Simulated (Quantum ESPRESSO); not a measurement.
The system is GaP.

```xyz
2
Lattice="0.0000 2.7252 2.7252 2.7252 0.0000 2.7252 2.7252 2.7252 0.0000" Properties=species:S:1:pos:R:3 pbc="T T T"
Ga    0.0000    0.0000    0.0000
P     4.0879    4.0879    4.0879
```

Base run:

* Program: Quantum ESPRESSO 7.5
* Functional: PBE
* Potentials or basis: SG15 PBE 1.2
* Cutoff: 1197 eV
* Density cutoff: 4789 eV
* k mesh: 6 × 6 × 6
* Occupations: fermi-dirac, width 0.05 eV
* Spin: no spin polarisation

Its results: band gap on the k mesh 1.65 eV, indirect (least direct gap 1.82 eV); pressure 2.7 GPa.

Q: The run is repeated on the same cell with these changes: functional from PBE to r2SCAN. What comes out?

A: Band gap on the k mesh 1.84 eV, indirect (least direct gap 2.01 eV); pressure -1.6 GPa.

r2SCAN gives the wider gap, since meta-GGAs in the generalised Kohn-Sham scheme recover part of the derivative discontinuity.

Caveats: the potentials were made for another functional, which shifts forces and pressure (some runs).

Not every run made on this cell is shown here.
